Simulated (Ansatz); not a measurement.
Ti under changes of volume

One of the cells (16.731 Å³/atom); the others are scaled copies at fixed shape and fractional positions:

```
CELL_PARAMETERS angstrom
0.00000 2.03000 2.03000
2.03000 0.00000 2.03000
2.03000 2.03000 0.00000
ATOMIC_POSITIONS crystal
Ti 0.00000 0.00000 0.00000
```

This isn't the form of Ti at room conditions, which is hcp.

| Quantity | Value |
| --- | --- |
| Program | Ansatz 0.2.0 |
| Functional | LDA |
| Potentials or basis | all-electron LAPW, scalar-relativistic |
| Cutoff | 224 eV (chosen from the basis error) |
| Basis error allowed | 0.001 eV/atom |
| k mesh | 11 × 11 × 11 |
| Occupations | fermi-dirac, width 0.05 eV |
| Spin | no spin polarisation |

```csv
volume (Å³/atom),energy over the lowest point (meV/atom),pressure (GPa)
15.727,1.37,2.1
16.062,0.00,-0.5
16.396,3.99,-2.9
16.731,12.83,-5.1
17.065,26.04,-7.1
17.400,?,?
17.735,63.96,-10.6
```

Q: What does the run at 17.400 Å³/atom give?

A: Energy over the lowest point 43.21 meV/atom; pressure -8.9 GPa.

Worked out: A Birch-Murnaghan fit of order 3 (a polynomial in V^(-2/3)) to the other rows has its minimum at 15.98 Å³/atom with B0 = V·E''(V) = 126 GPa and B' = 3.9. It gives 43.21 meV/atom at 17.400 Å³/atom, against the run's 43.21, and -dE/dV = -9.1 GPa, against -8.9.

Energies are extrapolated to zero smearing.
